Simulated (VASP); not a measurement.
# Ge49H20 in VASP: settings compared, part 2 of 2

VASP 6.6.1.

### Step 3. Single point, PBE

INCAR reads:

```
SYSTEM = Ge49H20
ALGO = Normal ; EDIFF = 1E-6
ENCUT = 400 ; GGA = PE
ISIF = 2 ; ISMEAR = 0
ISYM = 0 ; LASPH = .True.
LCHARG = .False. ; LREAL = Auto
LWAVE = .False. ; NBANDS = 393
NCORE = 4 ; NELM = 60
PREC = Accurate ; SIGMA = 0.05
```

KPOINTS reads:

```
k-points
0
Gamma
  1 1 1
  0 0 0
```

POSCAR reads:

```
Ge49H20                                 
1.0
    8.0016203359      8.0016203359      0.0000000000
   -8.0016203359      8.0016203359      0.0000000000
    0.0000000000      0.0000000000     23.7419000000
  Ge              H             
    49    20
Selective dynamics
Direct
     0.6867286186487396    0.3108616534848262    0.4180470566144597   T   T   T
     0.8116876265267196    0.6788778828018284    0.4200329100278182   T   T   T
     0.0588252773600207    0.9445947135045478    0.4191888121054999   T   T   T
     0.3078123752973842    0.1985604737651187    0.4402068344616790   T   T   T
     0.9687265414005621    0.5330187166214735    0.4560337058402485   T   T   T
     0.2129336984346303    0.7862622589058679    0.4334963064134066   T   T   T
[... 32 lines left out ...]
     0.5009489498563946    0.9983278885618970    0.2037921147311255   T   T   T
     0.4968032163310841    0.5031089227885346    0.2045650103751001   T   T   T
     0.8750000000000000    0.3750000000000000    0.1448662490999979   F   F   F
     0.8750000000000000    0.8750000000000000    0.1448662490999979   F   F   F
     0.1250000000000000    0.1250000000000000    0.1448662490999979   F   F   F
     0.3750000000000000    0.3750000000000000    0.1448662490999979   F   F   F
     0.1250000000000000    0.6250000000000000    0.1448662490999979   F   F   F
     0.3750000000000000    0.8750000000000000    0.1448662490999979   F   F   F
     0.6250000000000000    0.1250000000000000    0.1448662490999979   F   F   F
     0.6250000000000000    0.6250000000000000    0.1448662490999979   F   F   F
     0.2535786148433701    0.7457545873745874    0.5332144009921087   T   T   T
     0.9510221023000014    0.2989778976999986    0.1052990704000010   F   F   F
     0.7989778976999986    0.4510221023000014    0.1052990704000010   F   F   F
     0.9510221023000014    0.7989778976999986    0.1052990704000010   F   F   F
     0.7989778976999986    0.9510221023000014    0.1052990704000010   F   F   F
     0.2010221023000014    0.0489778976999986    0.1052990704000010   F   F   F
     0.0489778976999986    0.2010221023000014    0.1052990704000010   F   F   F
[... 8 lines left out ...]
     0.7010221023000014    0.5489778976999986    0.1052990704000010   F   F   F
     0.5489778976999986    0.7010221023000014    0.1052990704000010   F   F   F
     0.2531133651600621    0.6106423814627322    0.5412647971044434   T   T   T
     0.3772397903681060    0.7937834331768276    0.5477403612644856   T   T   T
     0.1625946228922460    0.8011065888232518    0.5735161112223434   T   T   T
     0.2532612500269742    0.2433030292333178    0.4967181422600296   T   T   T
```

Potentials or basis: VASP PAW PBE potentials, release 64 (Ge_d, H).

Command:

```
> cat potpaw_PBE.64/Ge_d/POTCAR potpaw_PBE.64/H/POTCAR > POTCAR
> mpirun -np 8 vasp_gam > vasp.out
```

OUTCAR:

```text
SYSTEM = Ge49H20
   EDIFF = 1E-6
   ENCUT = 400
   GGA = PE
   ISIF = 2
   ISMEAR = 0
   ISYM = 0
   LASPH = .True.
   LREAL = Auto
   NELM = 60
   PREC = Accurate

 ion  position               nearest neighbor table
   1  0.687  0.311  0.418-  15 2.45   9 2.45   8 2.54
   2  0.812  0.679  0.420-  16 2.45  10 2.46   5 2.57
   3  0.059  0.945  0.419-  10 2.42  11 2.42   6 2.52
   4  0.308  0.199  0.440-  69 1.56  11 2.47  12 2.48   7 2.63
   5  0.969  0.533  0.456-  13 2.53   9 2.54   2 2.57
   6  0.213  0.786  0.433-  49 2.45  13 2.46  14 2.47   3 2.52
   7  0.465  0.032  0.460-  14 2.54  15 2.54   4 2.63
   8  0.536  0.461  0.452-  16 2.51  12 2.52   1 2.54
   9  0.878  0.389  0.386-   1 2.45  17 2.48  24 2.50   5 2.54
  10  0.874  0.870  0.381-   3 2.42   2 2.46  23 2.48  18 2.56
  11  0.136  0.131  0.385-   3 2.42   4 2.47  17 2.47  19 2.52
  12  0.384  0.371  0.387-  20 2.45   4 2.48  21 2.48   8 2.52
  13  0.112  0.622  0.386-  18 2.46   6 2.46  21 2.47   5 2.53
  14  0.378  0.892  0.387-  19 2.46   6 2.47  22 2.48   7 2.54
[... 53 lines left out ...]
  68  0.163  0.801  0.574-  49 1.54
  69  0.253  0.243  0.497-   4 1.56

IMPORTANT INFORMATION: All symmetrisations will be switched off!
NOSYMM: (Re-)initialisation of all symmetry stuff for point group C_1.

[... 263 lines left out ...]
      1     -26.0462      2.00000
      2     -25.9976      2.00000
      3     -25.9828      2.00000
      4     -25.9543      2.00000
      5     -25.9082      2.00000
      6     -25.8901      2.00000
[... 357 lines left out ...]
    364       0.6793      0.00000
    365       0.7909      0.00000
 [bands above 365 left out]

------------------------ aborting loop because EDIFF is reached ----------------------------------------

  FORCE on cell =-STRESS in cart. coord.  units (eV):
  Direction    XX          YY          ZZ          XY          YZ          ZX
  --------------------------------------------------------------------------------------
  -------------------------------------------------------------------------------------
  Total       26.3433097     20.6866604      3.6790257      0.0576817     -0.4464527      0.4365451
  in kB       13.8828801     10.9018353      1.9388404      0.0303982     -0.2352798      0.2300585
  external PRESSURE =       8.9078519 kB  Pullay stress =       0.0000000 kB

 VOLUME and BASIS-vectors are now :
 -----------------------------------------------------------------------------
  energy-cutoff  :      400.00
  volume of cell :     3040.19
      direct lattice vectors                 reciprocal lattice vectors
     8.001620336  8.001620336  0.000000000     0.062487344  0.062487344  0.000000000
    -8.001620336  8.001620336  0.000000000    -0.062487344  0.062487344  0.000000000
     0.000000000  0.000000000 23.741900000     0.000000000  0.000000000  0.042119628

 POSITION                                       TOTAL-FORCE (eV/Angst)
 -----------------------------------------------------------------------------------
      3.00754      7.98234      9.92523        -0.079627     -0.012201      0.012570
      1.06269     11.92694      9.97238         0.096578     -0.014210     -0.001513
     -7.08759      8.02899      9.95234         0.027595      0.002825     -0.004183
      0.87419      4.05180     10.45135         0.046744     -0.018625      0.073777
      3.48637     12.01640     10.82711        -0.051697     -0.020440      0.047071
     -4.58756      7.99519     10.29203        -0.014094     -0.005428      0.064153
[... 61 lines left out ...]
     -5.10913      7.71117     13.61636        -0.005041     -0.009869     -0.005692
      0.07968      3.97332     11.79303         0.005841     -0.003555      0.032436
 -----------------------------------------------------------------------------------
    total drift:                                0.000167     -0.002751     -0.024423

  FREE ENERGIE OF THE ION-ELECTRON SYSTEM (eV)
  ---------------------------------------------------
  free  energy   TOTEN  =      -275.2766074099 eV

  energy  without entropy=     -275.2766074099  energy(sigma->0) =     -275.27660741
```

OSZICAR:

```text
N       E                     dE             d eps       ncg     rms          rms(c)
DAV:   1     0.109984793811E+05    0.10998E+05   -0.31880E+05   892   0.336E+03
DAV:   2     0.230222678441E+04   -0.86963E+04   -0.85682E+04   964   0.837E+02
DAV:   3     0.226004261330E+01   -0.23000E+04   -0.22259E+04  1100   0.261E+02
[... 22 lines left out ...]
DAV:  26    -0.275276597519E+03   -0.14962E-04   -0.88604E-07   520   0.466E-03    0.432E-04
DAV:  27    -0.275276602539E+03   -0.50207E-05   -0.34689E-07   504   0.344E-03    0.210E-04
DAV:  28    -0.275276605444E+03   -0.29043E-05   -0.24626E-07   504   0.220E-03    0.209E-04
DAV:  29    -0.275276606765E+03   -0.13209E-05   -0.11234E-07   496   0.174E-03    0.145E-04
DAV:  30    -0.275276607410E+03   -0.64532E-06   -0.70581E-08   480   0.123E-03
   1 F= -.27527661E+03 E0= -.27527661E+03  d E =-.350553E-12
```

stdout:

```text
POSCAR found type information on POSCAR GeH
 POSCAR found :  2 types and      69 ions
 scaLAPACK will be used
 LDA part: xc-table for (Slater+PW92), standard interpolation
 -----------------------------------------------------------------------------
|                                                                             |
|           W    W    AA    RRRRR   N    N  II  N    N   GGGG   !!!           |
|           W    W   A  A   R    R  NN   N  II  NN   N  G    G  !!!           |
|           W    W  A    A  R    R  N N  N  II  N N  N  G       !!!           |
|           W WW W  AAAAAA  RRRRR   N  N N  II  N  N N  G  GGG   !            |
|           WW  WW  A    A  R   R   N   NN  II  N   NN  G    G                |
|           W    W  A    A  R    R  N    N  II  N    N   GGGG   !!!           |
|                                                                             |
|     The number of bands has been changed from the values supplied in        |
|     The orbitals not found in the WAVECAR file will be initialized with     |
|     random numbers, which is usually adequate. For correlated               |
|     calculations, however, you should redo the groundstate calculation.     |
|     I found NBANDS = 393. Now, NBANDS = 394.                                |
|                                                                             |
 -----------------------------------------------------------------------------

 POSCAR, INCAR and KPOINTS ok, starting setup
 FFT: planning ... GRIDC
 FFT: planning ... GRID_SOFT
 FFT: planning ... GRID
 WAVECAR not read
 entering main loop
```

Run time: 5.4 min. Hardware: 8 MPI ranks of Intel Xeon 6975P-C (Granite Rapids), shared host; peak memory 0.4 GiB.

Results:

```
Free energy            : -275.2766 eV
Largest force          : 0.266 eV/Å
Band gap on the k mesh : 0.56 eV, direct
```

Forces on the atoms (eV/Å):
```
Ge  -0.080 -0.012  0.013
Ge   0.097 -0.014 -0.002
Ge   0.028  0.003 -0.004
Ge   0.047 -0.019  0.074
Ge  -0.052 -0.020  0.047
Ge  -0.014 -0.005  0.064
Ge  -0.021  0.016  0.056
Ge   0.071 -0.008  0.049
Ge  -0.020 -0.012  0.080
Ge   0.020 -0.007  0.068
Ge  -0.005 -0.025  0.061
Ge   0.027  0.027  0.062
Ge  -0.018 -0.017  0.072
Ge  -0.011  0.008  0.068
Ge  -0.003  0.015  0.089
Ge   0.027 -0.007  0.079
Ge   0.002 -0.010  0.044
Ge  -0.024  0.017  0.057
Ge  -0.023 -0.030  0.057
Ge   0.019  0.049  0.075
Ge   0.000  0.004  0.019
Ge   0.009 -0.001  0.028
Ge   0.003  0.004  0.049
Ge  -0.004  0.004  0.105
Ge   0.009  0.002  0.011
Ge   0.007  0.014 -0.027
Ge   0.007 -0.008 -0.040
Ge   0.010  0.012 -0.016
Ge   0.005 -0.001  0.008
Ge   0.000  0.005  0.011
Ge  -0.005 -0.001  0.009
Ge   0.011  0.005 -0.019
Ge   0.007 -0.001 -0.049
Ge  -0.006  0.000 -0.046
Ge  -0.001 -0.002 -0.053
Ge   0.002  0.001 -0.046
Ge  -0.003  0.004 -0.058
Ge   0.007  0.001 -0.048
Ge  -0.009 -0.004 -0.046
Ge  -0.001  0.001 -0.056
Ge   0.188  0.026 -0.139
Ge  -0.210  0.041 -0.147
Ge  -0.219 -0.004 -0.137
Ge  -0.212  0.055 -0.107
Ge   0.191  0.013 -0.174
Ge   0.202 -0.012 -0.173
Ge   0.143 -0.020 -0.078
Ge  -0.221 -0.086 -0.119
Ge   0.011 -0.003  0.080
H   -0.080 -0.026 -0.012
H    0.052  0.015  0.036
H   -0.042  0.005  0.044
H    0.067  0.026 -0.024
H   -0.047 -0.009  0.037
H    0.083 -0.016 -0.027
H   -0.054  0.012  0.031
H    0.115  0.005 -0.021
H   -0.111  0.014 -0.014
H    0.054  0.005  0.026
H   -0.100  0.005 -0.019
H    0.057 -0.021  0.027
H   -0.061  0.018 -0.028
H    0.056 -0.001  0.027
H   -0.048 -0.011  0.040
H    0.102 -0.004 -0.014
H   -0.009  0.013  0.008
H   -0.018 -0.012  0.004
H   -0.005 -0.010 -0.006
H    0.006 -0.004  0.032
```

Levels at points of the mesh, in eV from the valence-band top:
```tsv
k point	band 350	band 351	band 352	band 353	band 354	band 355	band 356	band 357
(0.00, 0.00, 0.00)	-0.30	-0.26	-0.22	0.00	0.56	0.65	0.97	1.03
```

PBE gaps usually lie below the measured ones, often by a third to a half.

### Step 4. Single point, RPBE

INCAR, as its differences from that of step 3:

```diff
@@ -2,3 +2,3 @@
 ALGO = Normal ; EDIFF = 1E-6
-ENCUT = 400 ; GGA = PE
+ENCUT = 400 ; GGA = RP
 ISIF = 2 ; ISMEAR = 0
```

KPOINTS is that of step 3.

POSCAR is that of step 3.

Command:

```
> cat potpaw_PBE.64/Ge_d/POTCAR potpaw_PBE.64/H/POTCAR > POTCAR
> mpirun -np 8 vasp_gam > vasp.out
```

Wall time 4.7 min (8 MPI ranks of Intel Xeon 6975P-C (Granite Rapids), shared host); peak memory 0.4 GiB.

The run converged. Its results:

| Item | Value |
| --- | --- |
| Free energy | -260.6513 eV |
| Largest force | 0.359 eV/Å |
| Band gap on the k mesh | 0.59 eV, direct |

Forces in eV/Å, atoms in the order of the input:
```
Ge  -0.054 -0.007  0.092
Ge   0.077 -0.011  0.093
Ge   0.000 -0.002  0.096
Ge   0.035 -0.019  0.166
Ge  -0.011 -0.038  0.215
Ge  -0.008 -0.005  0.081
Ge   0.026  0.038  0.206
Ge   0.036  0.000  0.230
Ge   0.020 -0.004  0.119
Ge  -0.031 -0.014  0.111
Ge  -0.050 -0.020  0.092
Ge  -0.005  0.035  0.087
Ge   0.007 -0.031  0.089
Ge   0.014  0.027  0.084
Ge   0.034  0.003  0.123
Ge  -0.004 -0.012  0.107
Ge  -0.001 -0.014  0.060
Ge  -0.028  0.017  0.073
Ge  -0.023 -0.028  0.064
Ge   0.025  0.045  0.078
Ge   0.002  0.002  0.027
Ge   0.010  0.002  0.040
Ge   0.000  0.007  0.067
Ge  -0.008 -0.001  0.113
Ge   0.011  0.003  0.009
Ge   0.003  0.009 -0.032
Ge  -0.001 -0.005 -0.048
Ge   0.011  0.010 -0.019
Ge   0.005  0.001  0.006
Ge   0.000  0.003  0.011
Ge  -0.003 -0.002  0.006
Ge   0.013  0.006 -0.022
Ge   0.015 -0.002 -0.050
Ge  -0.017  0.002 -0.046
Ge  -0.008 -0.004 -0.055
Ge  -0.009 -0.001 -0.048
Ge   0.009  0.003 -0.058
Ge   0.018  0.001 -0.049
Ge   0.001 -0.003 -0.048
Ge  -0.010  0.003 -0.062
Ge   0.186  0.026 -0.263
Ge  -0.210  0.045 -0.272
Ge  -0.218 -0.005 -0.262
Ge  -0.211  0.059 -0.231
Ge   0.190  0.014 -0.300
Ge   0.201 -0.012 -0.298
Ge   0.142 -0.020 -0.202
Ge  -0.221 -0.093 -0.243
Ge   0.043 -0.002  0.178
H   -0.113 -0.026 -0.039
H    0.086  0.016  0.011
H   -0.077  0.006  0.019
H    0.100  0.026 -0.051
H   -0.082 -0.010  0.012
H    0.116 -0.016 -0.053
H   -0.088  0.013  0.007
H    0.147  0.005 -0.049
H   -0.143  0.014 -0.041
H    0.088  0.005  0.001
H   -0.133  0.005 -0.046
H    0.091 -0.020  0.002
H   -0.095  0.018 -0.053
H    0.090 -0.001  0.002
H   -0.083 -0.011  0.016
H    0.135 -0.004 -0.041
H    0.022 -0.014  0.032
H    0.005  0.016  0.033
H   -0.047 -0.020  0.038
H   -0.019 -0.007  0.083
```

Levels at points of the mesh, in eV from the valence-band top:
```
           k point  band 349  band 350  band 351  band 352  band 353  band 354  band 355  band 356  band 357  band 358
(0.00, 0.00, 0.00)     -0.41     -0.29     -0.26     -0.21      0.00      0.59      0.68      1.01      1.09      1.37
```

Caveat: the PAW data sets were made with another functional, which shifts forces and pressure a little. Expect the measured gap to be larger: semilocal functionals such as RPBE lack the derivative discontinuity.

### Step 5. Single point, RPBE+D3(BJ)

INCAR reads:

```
SYSTEM = Ge49H20
ALGO = Normal ; EDIFF = 1E-6
ENCUT = 400 ; GGA = RP
ISIF = 2 ; ISMEAR = 0
ISYM = 0 ; IVDW = 12
LASPH = .True. ; LCHARG = .False.
LREAL = Auto ; LWAVE = .False.
NBANDS = 393 ; NCORE = 4
NELM = 60 ; PREC = Accurate
SIGMA = 0.05
```

KPOINTS is that of step 4.

POSCAR is that of step 4.

Command:

```
> cat potpaw_PBE.64/Ge_d/POTCAR potpaw_PBE.64/H/POTCAR > POTCAR
> mpirun -np 8 vasp_gam > vasp.out
```

Wall time 3.9 min (8 MPI ranks of Intel Xeon 6975P-C (Granite Rapids), shared host); peak memory 0.41 GiB.

It converged, with:

```
Free energy                : -315.9184 eV
Largest force              : 0.527 eV/Å
Band gap on the k mesh     : 0.59 eV, direct
Dispersion energy per atom : -0.801 eV
```

Forces in eV/Å, atoms in the order of the input:
```
Ge  -0.090  0.020 -0.190
Ge   0.097  0.020 -0.234
Ge   0.227  0.006 -0.334
Ge   0.284  0.035 -0.443
Ge   0.049  0.043 -0.281
Ge  -0.033 -0.005 -0.272
Ge  -0.150 -0.046 -0.300
Ge   0.010 -0.044 -0.319
Ge  -0.156  0.183 -0.240
Ge   0.127  0.027 -0.312
Ge   0.158  0.085 -0.238
Ge   0.215  0.062 -0.171
Ge  -0.215 -0.041 -0.133
Ge  -0.233  0.030 -0.127
Ge  -0.196 -0.191 -0.221
Ge   0.174 -0.183 -0.244
Ge  -0.016  0.000 -0.104
Ge   0.017  0.060  0.106
Ge   0.000 -0.025  0.130
Ge  -0.039 -0.049  0.052
Ge  -0.006  0.005 -0.104
Ge  -0.018 -0.004 -0.100
Ge  -0.032 -0.002 -0.111
Ge   0.007 -0.031 -0.023
Ge   0.013  0.003  0.007
Ge   0.004  0.015  0.054
Ge  -0.002 -0.005  0.039
Ge   0.010  0.008  0.051
Ge   0.000  0.005  0.030
Ge   0.001  0.001  0.029
Ge  -0.005  0.000  0.023
Ge   0.010  0.010  0.075
Ge  -0.004 -0.001  0.169
Ge   0.001  0.002  0.171
Ge   0.014 -0.006  0.157
Ge   0.004 -0.001  0.168
Ge  -0.012  0.007  0.169
Ge  -0.006 -0.003  0.174
Ge  -0.013 -0.005  0.176
Ge   0.008  0.002  0.151
Ge   0.172  0.030  0.247
Ge  -0.192  0.041  0.240
Ge  -0.201 -0.004  0.249
Ge  -0.196  0.055  0.282
Ge   0.172  0.012  0.216
Ge   0.185 -0.013  0.215
Ge   0.129 -0.022  0.309
Ge  -0.204 -0.088  0.269
Ge  -0.052  0.003 -0.254
H   -0.088 -0.025  0.029
H    0.061  0.016  0.078
H   -0.052  0.005  0.087
H    0.076  0.025  0.017
H   -0.057 -0.010  0.080
H    0.091 -0.016  0.014
H   -0.063  0.012  0.074
H    0.121  0.005  0.019
H   -0.118  0.014  0.027
H    0.063  0.005  0.069
H   -0.108  0.005  0.022
H    0.066 -0.020  0.070
H   -0.069  0.018  0.014
H    0.065 -0.001  0.070
H   -0.057 -0.010  0.083
H    0.110 -0.003  0.027
H    0.001 -0.004 -0.008
H   -0.015  0.008 -0.012
H   -0.035 -0.016 -0.001
H   -0.009 -0.006  0.038
```

Levels at points of the mesh, in eV from the valence-band top:
| k point | band 351 | band 352 | band 353 | band 354 | band 355 | band 356 |
| --- | --- | --- | --- | --- | --- | --- |
| (0.00, 0.00, 0.00) | -0.26 | -0.21 | 0.00 | 0.59 | 0.68 | 1.01 |

Caveat: the PAW data sets were made with another functional, which shifts forces and pressure a little.

### Step 6. Overview

```csv
task,level,cell,gap on the mesh (eV),largest force (eV/Å)
relaxation of the atoms,PBE+D3(BJ),atoms relaxed,0.56,-
single point,PBE,as given,0.56,0.27
single point,RPBE,as given,0.59,0.36
single point,RPBE+D3(BJ),as given,0.59,0.53
```

Alike in all rows: potentials or basis VASP PAW PBE potentials, release 64 (Ge_d, H); no spin polarisation; k mesh 1 × 1 × 1; cutoff (eV) 400; smearing gaussian 0.05 eV.

On the cell as given the gap runs from 0.56 eV (PBE) to 0.59 eV (RPBE).

Caveats: the PAW data sets were made with another functional, which shifts forces and pressure a little (some runs).

Absolute energies hang on the potentials; compare differences alone.
